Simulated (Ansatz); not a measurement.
**Ligand exchange: C4H9Br + NaOH → C4H10O + NaBr**

Species: C4H9Br (2-bromo-2-methylpropane) `CC(C)(C)Br`, singlet; NaOH `[OH][Na]`, singlet; C4H10O (tert-butanol) `CC(C)(C)O`, singlet; NaBr, singlet. The partners trade Br for OH: C–Br and Na–OH bonds give way to C–OH and Na–Br.

Shapes, held fixed at every level: PBE0-D4/def2-TZVP. Flexible molecules stand in one conformer, not always the lowest. Programs: Ansatz 0.2.0. Electronic energies: no zero-point or thermal term.

| level | kind | ΔE (kJ/mol) | less CCSD(T)/def2-TZVPP |
| --- | --- | --- | --- |
| SPW92/def2-TZVPP | LDA | -147.5 | -1.9 |
| PBE0-D4/def2-TZVPP | global hybrid | -155.4 | -9.8 |
| r2SCAN0-D4/def2-TZVPP | global hybrid | -161.4 | -15.8 |
| MP2/def2-TZVPP | perturbation theory | -132.2 | +13.4 |
| CCSD(T)/def2-SVP | coupled cluster or CI | -173.4 | -27.8 |
| CCSD/def2-TZVPP | coupled cluster or CI | -151.5 | -5.9 |
| CCSD(T)/def2-TZVPP | coupled cluster or CI | -145.6 | 0.0 |

The highest level, CCSD(T)/def2-TZVPP, gives ΔE = -145.6 kJ/mol; the levels span -173.4 to -132.2. The column of differences is taken from that level and isn't an error. No measured value is set beside it here. Relativity is left out for Br. Outer-core shells of Br, Na are correlated, in sets that cover them unevenly.
